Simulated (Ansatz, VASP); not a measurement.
Two plane-wave programs on BeTe

INCAR

```
SYSTEM = BeTe
ALGO = Normal
EDIFF = 1E-6
ENCUT = 520
GGA = PE
ISIF = 2
ISMEAR = 0
LASPH = .TRUE.
LCHARG = .FALSE.
LREAL = .FALSE.
LWAVE = .FALSE.
NELM = 100
PREC = Accurate
SIGMA = 0.023
```

KPOINTS

```
k-points
0
G
  8 8 8
  0 0 0
```

POSCAR

```
BeTe
1.0
    0.0000000000      2.7700000000      2.7700000000
    2.7700000000      0.0000000000      2.7700000000
    2.7700000000      2.7700000000      0.0000000000
Te Be
1 1
Direct
    0.7500000000      0.7500000000      0.7500000000
    0.0000000000      0.0000000000      0.0000000000
```

Contents of input.yaml:

```yaml
crystal:
  lattice:
    - [0.0, 2.77, 2.77]
    - [2.77, 0.0, 2.77]
    - [2.77, 2.77, 0.0]
  atoms:
    - { symbol: Te, position: [0.75, 0.75, 0.75] }
    - { symbol: Be, position: [0.0, 0.0, 0.0] }
hamiltonian:
  xc: pbe
  pseudopotentials: { kind: paw }
kpoints:
  mp_grid: { grid: [8, 8, 8] }
scf:
  occupations: { method: gaussian, width: 0.023 }
output:
  forces: true
  stress: true
  eigenvalues: true
  write_density: true
  write_potential: true
  elf: true
  volumetric_format: npy
```

Alike in both runs: task single point; functional PBE; k mesh 8 × 8 × 8; occupations gaussian, width 0.023 eV; no spin polarisation.

|  | VASP | Ansatz |
| --- | --- | --- |
| version | VASP 6.6.1 | Ansatz 0.2.0 |
| potentials or method | VASP PAW PBE potentials, release 64 (Te, Be) | Ansatz PAW |
| plane-wave cutoff (eV) | 520 | 420 |
| valence electrons in the cell | 8 | 18 |

|  | VASP | Ansatz | Ansatz less VASP |
| --- | --- | --- | --- |
| gap on the k mesh at the Fermi level (eV) | 1.85 | 1.86 | +0.016 |
| least direct gap on the mesh (eV) | 3.56 | 3.59 | +0.022 |
| pressure (GPa) | 4.5 | 4.3 | -0.18 |

The two sets of potentials don't hold the same shells in valence.

Caveats: spin-orbit coupling is left out, which moves the levels of the heavy elements. A k mesh can miss the band edges. A hybrid or GW would open this gap; PBE tends to underestimate it.
